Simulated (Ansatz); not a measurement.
# CH4N2O: the cost of one run

Program: Ansatz 0.2.0. Level of theory: the levels named in each step. These are calculated values, not measurements.

## Step 1: The starting structure

Bond lengths: N1–C2 1.372 Å, C2–N3 1.372 Å, C2–O4 1.208 Å, N1–H5 1.005 Å, N1–H6 1.006 Å, N3–H7 1.006 Å, N3–H8 1.005 Å. Angles: N1–C2–N3 114.1°, N1–C2–O4 122.9°, N3–C2–O4 123.0°, C2–N1–H5 119.9°, C2–N1–H6 115.5°, H5–N1–H6 116.4°, C2–N3–H7 115.5°, C2–N3–H8 119.9°, H7–N3–H8 116.4°.

Structure file:

```xyz
8

N     0.8735   -0.5727    0.8145
C     0.0197    0.0816   -0.0371
N    -1.1504   -0.5921   -0.2835
O     0.2765    1.1564   -0.5262
H     0.7711   -1.5613    0.9650
H     1.8114   -0.2101    0.8516
H    -1.8744   -0.0552   -0.7307
H    -1.4546   -1.3145    0.3458
```

## Step 2: A rough first relaxation, PBE-D4/def2-SVP

This run stands in another session on the same molecule. It ended at:

```xyz
8

N     0.8701   -0.5828    0.8536
C     0.0171    0.0714   -0.0319
N    -1.1572   -0.6272   -0.3019
O     0.2765    1.1611   -0.5289
H     0.8515   -1.6038    0.8842
H     1.8055   -0.1754    0.8850
H    -1.8609   -0.0610   -0.7775
H    -1.5299   -1.2504    0.4167
```

## Step 3: Relaxation, r2SCAN-D4/def2-TZVPP

input.yaml reads:

```yaml
crystal:
  periodic: [false, false, false]
  atoms:
    - { symbol: "N", position_ang: [0.8700914, -0.58277494, 0.85359797] }
    - { symbol: C, position_ang: [0.01707631, 0.07141796, -0.03194062] }
    - { symbol: "N", position_ang: [-1.15719684, -0.62715584, -0.30189292] }
    - { symbol: O, position_ang: [0.27649329, 1.16112935, -0.52889345] }
    - { symbol: H, position_ang: [0.8515084, -1.60376925, 0.8842034] }
    - { symbol: H, position_ang: [1.8054771, -0.17539514, 0.88504102] }
    - { symbol: H, position_ang: [-1.86087006, -0.06100785, -0.77751159] }
    - { symbol: H, position_ang: [-1.5299296, -1.25039429, 0.4166862] }
basis:
  gaussian: { orbitals: def2-TZVPP }
hamiltonian:
  xc: r2scan
  dispersion: d4
relax:
  f_tol: 0.002
  max_steps: 150
```

Started as:

```sh
$ ansatz run input.yaml --threads 4 --pin off --max-ram 10240MiB --backend cpu --events-out ev --progress --plain --runs-dir out
```

**Question.** How long does this run take on 4 threads of Intel Xeon Platinum 8488C (Sapphire Rapids), shared host, and how much memory does it need?

About 9.5 s, with a peak of 0.34 GiB.
